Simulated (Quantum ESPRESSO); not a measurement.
GaN:

```
Ga N
1.0
     0.00000    2.25350    2.25350
     2.25350    0.00000    2.25350
     2.25350    2.25350    0.00000
Ga N
1 1
Direct
  0.00000 0.00000 0.00000
  0.25000 0.25000 0.25000
```

The cell is a database's computed one.

Base run:

* Program: Quantum ESPRESSO 7.5
* Functional: PBEsol
* Potentials or basis: PseudoDojo 0.4.1 SR PBEsol standard
* Cutoff: 1143 eV
* Density cutoff: 4572 eV
* k mesh: 6 × 6 × 6
* Occupations: fixed
* Spin: no spin polarisation

Its results: band gap on the k mesh, mean-field level 1.71 eV, direct.

Question: The run is repeated on the same cell with these changes: functional from PBEsol to LDA; potentials or basis from PseudoDojo 0.4.1 SR PBEsol standard to PseudoDojo 0.4.1 SR LDA standard. What comes out?

Answer: Band gap on the k mesh, mean-field level 1.77 eV, direct.

